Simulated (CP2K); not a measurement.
The system is P.

```
P
1.0
     5.70804    0.00000    0.00000
    -4.75673    3.15519    0.00000
     0.00000    0.00000    4.54364
P
4
Direct
  0.90414 0.09586 0.58882
  0.09586 0.90414 0.41118
  0.59586 0.40414 0.08882
  0.40414 0.59586 0.91118
```

Base run:

| Property | Result |
| --- | --- |
| Program | CP2K 2026.2 |
| Functional | PBEsol |
| Potentials or basis | POTENTIAL_UZH P GTH-PBE-q5; TZVP-MOLOPT-PBE-GTH basis |
| Density cutoff | 6123 eV |
| k mesh | 8 × 8 × 6 |
| Occupations | fermi-dirac, width 0.1 eV |
| Spin | no spin polarisation |

Its results: band gap on the k mesh none (metal or under the smearing width); pressure 0.7 GPa; largest force 0.472 eV/Å.

Task: The run is repeated on the same cell with these changes: functional from PBEsol to PBE. What comes out?

Result: Band gap on the k mesh 0.10 eV, direct; pressure 2.4 GPa; largest force 0.384 eV/Å.

PBE binds less tightly than PBEsol, so the same cell stands under more pressure.

Caveats: the basis of atomic orbitals isn't converged, which shifts pressures, moduli and gaps; the potentials were made for another functional, which shifts forces and pressure (some runs).
